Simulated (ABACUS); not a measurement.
## Pb: relaxation of cell and atoms with LDA

Pb:

```
CELL_PARAMETERS angstrom
0.00000 2.47502 2.47502
2.47502 0.00000 2.47502
2.47502 2.47502 0.00000
ATOMIC_POSITIONS crystal
Pb 0.00000 0.00000 0.00000
```

* Program: ABACUS 3.10.1
* Task: relaxation of cell and atoms
* Functional: LDA
* Potentials or basis: PseudoDojo NC SR 0.4.1 LDA stringent
* Cutoff: 1361 eV
* Density cutoff: 5442 eV
* Basis: DZP LCAO (the cutoffs set its grid)
* k mesh: 8 × 8 × 8
* Occupations: fermi-dirac, width 0.05 eV
* Spin: no spin polarisation
* Orbital files: Pb Pb_confined-atom_8au_3s3p2d.orb
* Max steps of the relaxation: 60
* Force threshold: 0.01 eV/Å
* Optimiser: cg
* Stress threshold: 0.2 kbar
* Radial cutoff of the potentials (pseudo_rcut): 10 bohr
* SCF threshold on the density: 1e-07
* Max SCF steps: 100
* Eigensolver: genelpa
* Mixing: broyden
* Mixing share: 0.7
* Symmetry key: 1
* Bands: 15

```yaml
Relaxed_volume: 30.03 Å³/atom
Relaxed_cell: a = 3.489 Å, b = 3.489 Å, c = 3.489 Å, α = 60.00°, β = 60.00°, γ = 60.00°
Space_group_after_relaxing_to_0.05_Å: Fm-3m (No. 225)
Energy_gained_by_relaxing: 0.6 meV/atom
Ionic_steps: 5
Pressure_after_relaxing: 0.0 GPa
```

Step by step:
```
step  energy change (eV)  largest force (eV/Å)  pressure (GPa)  volume (Å³)
   1              0.0000                0.0000           -0.51        30.32
   2             -0.0004                0.0000            0.28        29.88
   3             -0.0006                0.0000            0.05        30.01
   4             -0.0006                0.0000           -0.02        30.05
   5             -0.0006                0.0000            0.00        30.03
```

Final structure:
```yaml
crystal:
  lattice:
    - [0.00000, 2.46715, 2.46715]
    - [2.46715, 0.00000, 2.46715]
    - [2.46715, 2.46715, 0.00000]
  atoms:
    - { symbol: Pb, position: [0.00000, 0.00000, 0.00000] }
```

It took 16 s on 4 MPI ranks on Intel(R) Xeon(R) Platinum 8259CL CPU @ 2.50GHz (Skylake/Cascade Lake), with other jobs on the host, peak memory 0.4 GiB a rank.

Caveat: the atomic orbitals were generated for these runs and aren't a published set; the basis of atomic orbitals isn't converged, which shifts pressures, moduli and gaps. Zero-point motion and thermal expansion aren't in these numbers.
